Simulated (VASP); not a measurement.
A run of VASP 6.6.1 is set up as follows.

INCAR

```
SYSTEM = ZnS
PREC = Accurate
ENCUT = 600
EDIFF = 1E-6
ISMEAR = 0
SIGMA = 0.03
LREAL = .False.
LASPH = .True.
NELM = 80
ALGO = Normal
ISIF = 3
LWAVE = .False.
LCHARG = .False.
GGA = PS
IBRION = 2
NSW = 90
EDIFFG = -0.01
```

KPOINTS

```
Automatic mesh
0
Gamma
  10 10 10
  0 0 0
```

POSCAR

```
ZnS
1.0
    0.0000000000      2.7020000000      2.7020000000
    2.7020000000      0.0000000000      2.7020000000
    2.7020000000      2.7020000000      0.0000000000
Zn S
1 1
Direct
    0.2500000000      0.2500000000      0.2500000000
    0.0000000000      0.0000000000      0.0000000000
```

Potentials or basis: VASP PAW PBE potentials, release 64 (Zn, S).

The run is started by

```bash
$ cat potpaw_PBE.64/Zn/POTCAR potpaw_PBE.64/S/POTCAR > POTCAR
$ mpirun -np 1 vasp_std > vasp.out
```

(1) Estimate the space group after relaxing (to 0.05 Å).

(2) Predict the relaxed cell.

(3) Predict the band gap on the k mesh.

Answers

(1) F-43m (No. 216).

(2) a = 3.791 Å, b = 3.791 Å, c = 3.791 Å, α = 60.00°, β = 60.00°, γ = 60.00°.

(3) 2.08 eV, direct.
